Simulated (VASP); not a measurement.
Crystal: La2O3.

```
La O
1.0
     3.90358    0.00000    0.00000
    -1.95179    3.38060    0.00000
     0.00000    0.00000    6.03205
La O
2 3
Cartesian
  1.9518 1.1269 4.5527
  0.0000 2.2537 1.4794
  1.9518 1.1269 2.1351
  0.0000 2.2537 3.8969
  0.0000 0.0000 0.0000
```

The cell is a database's computed one.

Base run:

| Property | Result |
| --- | --- |
| Program | VASP 6.6.1 |
| Functional | PBEsol |
| Potentials or basis | VASP PAW PBE potentials, release 64 (La, O) |
| Cutoff | 700 eV |
| k mesh | 9 × 9 × 4 |
| Occupations | gaussian, width 0.02 eV |
| Spin | no spin polarisation |

Its results: band gap on the k mesh 3.80 eV, indirect (least direct gap 3.87 eV); pressure 0.1 GPa; largest force 0.005 eV/Å.

Task: The run is repeated on the same cell with these changes: functional from PBEsol to r2SCAN; cutoff from 700 eV to 520 eV. What comes out?

Result: Band gap on the k mesh 4.26 eV, indirect (least direct gap 4.36 eV); pressure 3.8 GPa; largest force 0.124 eV/Å.

r2SCAN gives the wider gap, since meta-GGAs in the generalised Kohn-Sham scheme recover part of the derivative discontinuity.

Caveats: the PAW data sets were made with another functional, which shifts forces and pressure a little; spin-orbit coupling is left out, which moves the levels of the heavy elements; an odd mesh through Γ misses points on the zone boundary, where band edges often lie.

Not every run made on this cell is shown here.
